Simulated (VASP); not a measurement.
# GaAs (F-43m) in VASP: further runs

The runs below take GaAs through band structure, Born charges and dielectric tensor, with PBE.

Program: VASP 6.6.1. These are calculated values, not measurements. Logs are shortened: lines on timing, memory, paths and dates and some standing lists are left out, and cuts for length are marked.

## Step 1: The structure

It takes space group F-43m (No. 216, cubic). The conventional cell has a = 5.756 Å, b = 5.756 Å, c = 5.756 Å, α = 90.00°, β = 90.00°, γ = 90.00°. Around Ga (site symmetry -43m) lie 4 As at 2.49 Å. As (site symmetry -43m) is surrounded by 4 Ga at 2.49 Å.

## Step 2: Band structure, PBE

Input file POSCAR:

```
GaAs                                    
1.0
   -0.0000000000      2.8778998863      2.8778998863
    2.8778998863     -0.0000000000      2.8778998863
    2.8778998863      2.8778998863     -0.0000000000
  Ga              As            
     1     1
Direct
     0.0000000000000000    0.0000000000000000    0.0000000000000000
     0.2500000000000000    0.2500000000000000    0.2500000000000000
```

Input file INCAR.step1:

```
PREC = Accurate ; ENCUT = 520
EDIFF = 1E-7 ; ISMEAR = 0
SIGMA = 0.02 ; LREAL = F
LASPH = T ; NELM = 60
ALGO = Normal ; ISIF = 2
LWAVE = F ; LCHARG = T
GGA = PE
```

Input file KPOINTS.step1:

```
regular mesh
0
Gamma
  4 4 4
```

Input file INCAR.step2:

```
PREC = Accurate ; ENCUT = 520
EDIFF = 1E-7 ; ISMEAR = 0
SIGMA = 0.05 ; LREAL = F
LASPH = T ; NELM = 60
ALGO = Normal ; ISIF = 2
LWAVE = F ; LCHARG = F
GGA = PE ; ICHARG = 11
```

Input file KPOINTS.step2:

```
path GXWKGLUWLK,UX
20
line-mode
reciprocal
 0.0000000000  0.0000000000  0.0000000000  G
 0.5000000000  0.0000000000  0.5000000000  X

 0.5000000000  0.0000000000  0.5000000000  X
 0.5000000000  0.2500000000  0.7500000000  W

 0.5000000000  0.2500000000  0.7500000000  W
 0.3750000000  0.3750000000  0.7500000000  K

 0.3750000000  0.3750000000  0.7500000000  K
 0.0000000000  0.0000000000  0.0000000000  G

 0.0000000000  0.0000000000  0.0000000000  G
 0.5000000000  0.5000000000  0.5000000000  L

 0.5000000000  0.5000000000  0.5000000000  L
 0.6250000000  0.2500000000  0.6250000000  U

 0.6250000000  0.2500000000  0.6250000000  U
 0.5000000000  0.2500000000  0.7500000000  W

 0.5000000000  0.2500000000  0.7500000000  W
 0.5000000000  0.5000000000  0.5000000000  L

 0.5000000000  0.5000000000  0.5000000000  L
 0.3750000000  0.3750000000  0.7500000000  K

 0.6250000000  0.2500000000  0.6250000000  U
 0.5000000000  0.0000000000  0.5000000000  X
```

Potentials or basis: VASP PAW PBE potentials, release 64 (Ga_d, As).

Command:

```
> cat potpaw_PBE.64/Ga_d/POTCAR potpaw_PBE.64/As/POTCAR > POTCAR
> cp INCAR.step1 INCAR
> cp KPOINTS.step1 KPOINTS
> mpirun -np 1 vasp_std > vasp.out
> cp INCAR.step2 INCAR
> cp KPOINTS.step2 KPOINTS
> mpirun -np 1 vasp_std > vasp.out
```

OUTCAR:

```text
PREC = Accurate
   ENCUT = 520
   EDIFF = 1E-7
   ISMEAR = 0
   LREAL = F
   LASPH = T
   NELM = 60
   ISIF = 2
   GGA = PE
   ICHARG = 11

 ion  position               nearest neighbor table
   1  0.000  0.000  0.000-   2 2.49   2 2.49   2 2.49   2 2.49
   2  0.250  0.250  0.250-   1 2.49   1 2.49   1 2.49   1 2.49

  LATTYP: Found a face centered cubic cell.
 ALAT       =     5.7557997726

  Lattice vectors:

 A1 = (   0.0000000000,   2.8778998863,   2.8778998863)
 A2 = (   2.8778998863,   0.0000000000,   2.8778998863)
 A3 = (   2.8778998863,   2.8778998863,   0.0000000000)

Analysis of symmetry for initial positions (statically):
=====================================================================
 Subroutine PRICEL returns:
 Original cell was already a primitive cell.

 Routine SETGRP: Setting up the symmetry group for a
 face centered cubic supercell.

 Subroutine GETGRP returns: Found 24 space group operations
 (whereof 24 operations were pure point group operations)
 out of a pool of 48 trial point group operations.

The static configuration has the point symmetry T_d .

Analysis of symmetry for dynamics (positions and initial velocities):
=====================================================================
 Subroutine PRICEL returns:
 Original cell was already a primitive cell.

 Routine SETGRP: Setting up the symmetry group for a
 face centered cubic supercell.

 Subroutine GETGRP returns: Found 24 space group operations
 (whereof 24 operations were pure point group operations)
 out of a pool of 48 trial point group operations.

The dynamic configuration has the point symmetry T_d .

 Subroutine INISYM returns: Found 24 space group operations
 (whereof 24 operations are pure point group operations),
 and found     1 'primitive' translations

----------------------------------------------------------------------------------------

                                     Primitive cell

  volume of cell :      47.6713

  direct lattice vectors                    reciprocal lattice vectors
     0.000000000  2.877899886  2.877899886    -0.173737802  0.173737802  0.173737802
     2.877899886  0.000000000  2.877899886     0.173737802 -0.173737802  0.173737802
     2.877899886  2.877899886  0.000000000     0.173737802  0.173737802 -0.173737802

  length of vectors
     4.069965050  4.069965050  4.069965050     0.300922700  0.300922700  0.300922700

  position of ions in fractional coordinates (direct lattice)
     0.000000000  0.000000000  0.000000000
     0.250000000  0.250000000  0.250000000

  ion indices of the primitive-cell ions
   primitive index   ion index
                 1           1
                 2           2

----------------------------------------------------------------------------------------

 KPOINTS: path GXWKGLUWLK,UX

Interpolating k-points between supplied coordinates.

 Line segments in fractional coordinates (reciprocal lattice):
    0.000000  0.000000  0.000000  ...  0.500000  0.000000  0.500000
    0.500000  0.000000  0.500000  ...  0.500000  0.250000  0.750000
    0.500000  0.250000  0.750000  ...  0.375000  0.375000  0.750000
    0.375000  0.375000  0.750000  ...  0.000000  0.000000  0.000000
    0.000000  0.000000  0.000000  ...  0.500000  0.500000  0.500000
    0.500000  0.500000  0.500000  ...  0.625000  0.250000  0.625000
    0.625000  0.250000  0.625000  ...  0.500000  0.250000  0.750000
    0.500000  0.250000  0.750000  ...  0.500000  0.500000  0.500000
    0.500000  0.500000  0.500000  ...  0.375000  0.375000  0.750000
    0.625000  0.250000  0.625000  ...  0.500000  0.000000  0.500000

 Generated    20 points on each line segment, for a total of    200 k-points:

 Following reciprocal coordinates:
            Coordinates               Weight
  0.000000  0.000000  0.000000      0.005000
  0.026316  0.000000  0.026316      0.005000
  0.052632  0.000000  0.052632      0.005000
  0.078947  0.000000  0.078947      0.005000
  0.105263  0.000000  0.105263      0.005000
  0.131579  0.000000  0.131579      0.005000
[... 16 lines left out ...]
  0.500000  0.026316  0.526316      0.005000
  0.500000  0.039474  0.539474      0.005000
 [... further k-points ...]
   k-points           NKPTS =    200   k-points in BZ     NKDIM =    200   number of bands    NBANDS=     13
   number of dos      NEDOS =    301   number of ions     NIONS =      2
   total plane-waves  NPLWV =  27000
   dimension x,y,z NGX =    30 NGY =   30 NGZ =   30
   dimension x,y,z NGXF=    60 NGYF=   60 NGZF=   60
   ions per type =               1   1
   NGX,Y,Z   is equivalent  to a cutoff of  12.25, 12.25, 12.25 a.u.
   NGXF,Y,Z  is equivalent  to a cutoff of  24.51, 24.51, 24.51 a.u.
 SYSTEM =  unknown system
   PREC   = accura    normal or accurate (medium, high low for compatibility)
   ISTART =      0    job   : 0-new  1-cont  2-samecut
   ICHARG =     11    charge: 1-file 2-atom 10-const
   ISPIN  =      1    spin polarized calculation?
   LNONCOLLINEAR =      F non collinear calculations
   LSORBIT =      F    spin-orbit coupling
   LASPH  =      T    aspherical Exc in radial PAW
   ENCUT  =  520.0 eV  38.22 Ry    6.18 a.u.   7.57  7.57  7.57*2*pi/ulx,y,z
   NELM   =     60;   NELMIN=  2; NELMDL=  0     # of ELM steps
   EDIFF  = 0.1E-06   stopping-criterion for ELM
   LREAL  =      F    real-space projection
   EDIFFG = 0.1E-05   stopping-criterion for IOM
   NSW    =      0    number of steps for IOM
   IBRION =     -1    ionic relax: 0-MD 1-quasi-New 2-CG
   NFREE  =      0    steps in history (QN), initial steepest desc. (CG)
   ISIF   =      2    stress and relaxation
   ISYM   =      2    0-nonsym 1-usesym 2-fastsym
   POTIM  = 0.5000    time-step for ionic-motion
   TEBEG  =    0.0;   TEEND  =   0.0 temperature during run
   PSTRESS=    0.0 pullay stress
   NELECT =      18.0000    total number of electrons
   NUPDOWN=      -1.0000    fix difference up-down
   EMIN   =  10.00;   EMAX   =-10.00  energy-range for DOS
   EFERMI =   0.00;   METHOD = LEGACY
   ISMEAR =     0;   SIGMA  =   0.05  broadening in eV -4-tet -1-fermi 0-gaus
   EFERMI_NEDOS =   21; number of points for ismear=-14 and -15
   IALGO  =     38    algorithm
   IMIX   =      4    mixing-type and parameters
     AMIX     =   0.40;   BMIX     =  1.00
     AMIX_MAG =   1.60;   BMIX_MAG =  1.00
  volume/ion in A,a.u.               =      23.84       160.85
  Fermi-wavevector in a.u.,A,eV,Ry     =   1.183259  2.236036 19.049557  1.400103
  Thomas-Fermi vector in A             =   2.319497
   LORBIT       =      0    0 simple, 1 ext, 2 COOP (PROOUT), +10 PAW based schemes
   GGA     = PE    functional components
   LHFCALC =     F    Hartree Fock is set to
   AEXX    =    0.0000 exact exchange contribution
   IVDW    =     0    specifies the selected vdW correction
   LEPSILON=     F    determine dielectric tensor
   LRPA    =     F    only Hartree local field effects (RPA)
 non-spin polarized calculation
 Gauss-broadening in eV      SIGMA  =   0.05
  energy-cutoff  :      520.00
  volume of cell :       47.67
 maximum number of plane-waves:      1307

 number of electron      17.9999990 magnetization

 Free energy of the ion-electron system (eV)
  ---------------------------------------------------
  ext. energy  EPLUGINS =         0.00000000
  ---------------------------------------------------
  free energy    TOTEN  =        -8.43463143 eV

  energy without entropy =       -8.43413216  energy(sigma->0) =       -8.43438179

 E-fermi :   3.5585     XC(G=0):  -9.3203

 val. band max:        3.4929936252   @ k =   0.0000   0.0000   0.0000
 cond. band min:       3.6003867974   @ k =   0.0000   0.0000   0.0000
 fundamental gap:      0.1073931722
 Fermi energy:         3.5585091220

 k-point     1 :       0.0000    0.0000    0.0000
  band No.  band energies     occupation
      1     -11.2892      2.00000
      2     -11.2892      2.00000
      3     -11.2892      2.00000
      4     -11.2224      2.00000
      5     -11.2224      2.00000
      6      -8.8636      2.00000
      7       3.4930      1.93613
      8       3.4930      1.93613
      9       3.4930      1.93613
     10       3.6004      0.23622
     11       7.1667      0.00000
     12       7.1667      0.00000
     13       7.1667      0.00000

 k-point     2 :       0.0263    0.0000    0.0263
  band No.  band energies     occupation
      1     -11.2900      2.00000
      2     -11.2889      2.00000
      3     -11.2889      2.00000
      4     -11.2225      2.00000
      5     -11.2224      2.00000
      6      -8.8535      2.00000
      7       3.0897      2.00000
      8       3.4588      1.99522
      9       3.4588      1.99522
     10       4.0020      0.00000
     11       7.1279      0.00000
     12       7.2139      0.00000
     13       7.2139      0.00000

 k-point     3 :       0.0526    0.0000    0.0526
  band No.  band energies     occupation
      1     -11.2923      2.00000
      2     -11.2881      2.00000
      3     -11.2881      2.00000
      4     -11.2228      2.00000
      5     -11.2222      2.00000
      6      -8.8232      2.00000
      7       2.6386      2.00000
      8       3.3615      2.00000
      9       3.3615      2.00000
     10       4.4462      0.00000
     11       7.0199      0.00000
     12       7.3500      0.00000
     13       7.3500      0.00000
[... 305 lines left out ...]
 k-point    23 :       0.5000    0.0263    0.5263
  band No.  band energies     occupation
      1     -11.3780      2.00000
      2     -11.2493      2.00000
      3     -11.2491      2.00000
      4     -11.2422      2.00000
      5     -11.2119      2.00000
      6      -6.5735      2.00000
      7      -3.1109      2.00000
      8       0.9577      2.00000
      9       0.9631      2.00000
     10       5.0767      0.00000
     11       5.2008      0.00000
     12      13.1031      0.00000
     13      13.1114      0.00000

 k-point    24 :       0.5000    0.0395    0.5395
  band No.  band energies     occupation
      1     -11.3776      2.00000
      2     -11.2497      2.00000
      3     -11.2493      2.00000
      4     -11.2418      2.00000
      5     -11.2120      2.00000
      6      -6.5720      2.00000
      7      -3.1060      2.00000
      8       0.9263      2.00000
      9       0.9384      2.00000
     10       5.1403      0.00000
     11       5.2656      0.00000
     12      12.9719      0.00000
     13      12.9931      0.00000

 [... further k-points ...]

------------------------ aborting loop because EDIFF is reached ----------------------------------------

  FORCE on cell =-STRESS in cart. coord.  units (eV):
  Direction    XX          YY          ZZ          XY          YZ          ZX
  --------------------------------------------------------------------------------------
  -------------------------------------------------------------------------------------
  Total       -0.6571168     -0.6571168     -0.6571168      0.0000000     -0.0000000     -0.0000000
  in kB      -22.0849336    -22.0849336    -22.0849336      0.0000000     -0.0000000     -0.0000000
  external PRESSURE =     -22.0849336 kB  Pullay stress =       0.0000000 kB

 VOLUME and BASIS-vectors are now :
 -----------------------------------------------------------------------------
  energy-cutoff  :      520.00
  volume of cell :       47.67
      direct lattice vectors                 reciprocal lattice vectors
     0.000000000  2.877899886  2.877899886    -0.173737802  0.173737802  0.173737802
     2.877899886  0.000000000  2.877899886     0.173737802 -0.173737802  0.173737802
     2.877899886  2.877899886  0.000000000     0.173737802  0.173737802 -0.173737802

 POSITION                                       TOTAL-FORCE (eV/Angst)
 -----------------------------------------------------------------------------------
      0.00000      0.00000      0.00000         0.000000      0.000000     -0.000000
      1.43895      1.43895      1.43895        -0.000000     -0.000000      0.000000
 -----------------------------------------------------------------------------------
    total drift:                                0.000002      0.000002      0.000002

  FREE ENERGIE OF THE ION-ELECTRON SYSTEM (eV)
  ---------------------------------------------------
  free  energy   TOTEN  =        -8.4346314252 eV

  energy  without entropy=       -8.4341321600  energy(sigma->0) =       -8.43438179
```

Run time: 62 s. Hardware: 1 thread of Intel Xeon Platinum 8259CL at 2.50GHz (Skylake/Cascade Lake), shared host; peak memory 0.27 GiB.

What came out:

| Quantity | Value |
| --- | --- |
| Band gap on the k mesh | 0.11 eV, direct |
| Band gap along the path | 0.11 eV, direct |

Levels at the corners of the path, in eV from the valence-band top:
| point | band 7 | band 8 | band 9 | band 10 | band 11 | band 12 |
| --- | --- | --- | --- | --- | --- | --- |
| Γ | 0.00 | 0.00 | 0.00 | 0.11 | 3.67 | 3.67 |
| X | -6.61 | -2.51 | -2.51 | 1.53 | 1.65 | 9.72 |
| X | -6.61 | -2.51 | -2.51 | 1.53 | 1.65 | 9.72 |
| W | -6.44 | -3.30 | -3.12 | 4.35 | 4.68 | 5.20 |
| W | -6.44 | -3.30 | -3.12 | 4.35 | 4.68 | 5.20 |
| K | -6.44 | -3.61 | -2.11 | 1.96 | 4.49 | 7.64 |
| K | -6.44 | -3.61 | -2.11 | 1.96 | 4.49 | 7.64 |
| Γ | 0.00 | 0.00 | 0.00 | 0.11 | 3.67 | 3.67 |
| Γ | 0.00 | 0.00 | 0.00 | 0.11 | 3.67 | 3.67 |
| L | -6.38 | -1.07 | -1.07 | 0.83 | 4.58 | 4.58 |
| L | -6.38 | -1.07 | -1.07 | 0.83 | 4.58 | 4.58 |
| U | -6.44 | -3.61 | -2.11 | 1.96 | 4.49 | 7.64 |
| U | -6.44 | -3.61 | -2.11 | 1.96 | 4.49 | 7.64 |
| W | -6.44 | -3.30 | -3.12 | 4.35 | 4.68 | 5.20 |
| W | -6.44 | -3.30 | -3.12 | 4.35 | 4.68 | 5.20 |
| L | -6.38 | -1.07 | -1.07 | 0.83 | 4.58 | 4.58 |
| L | -6.38 | -1.07 | -1.07 | 0.83 | 4.58 | 4.58 |
| K | -6.44 | -3.61 | -2.11 | 1.96 | 4.49 | 7.64 |
| U | -6.44 | -3.61 | -2.11 | 1.96 | 4.49 | 7.64 |
| X | -6.61 | -2.51 | -2.51 | 1.53 | 1.65 | 9.72 |

Caveat: the k mesh is coarse (spacing up to 0.47 Å⁻¹), so the values aren't converged; the log is that of the step along the path at fixed density, whose energy, stress, charges and moments have no meaning.

(Continued in part 2 of 2.)
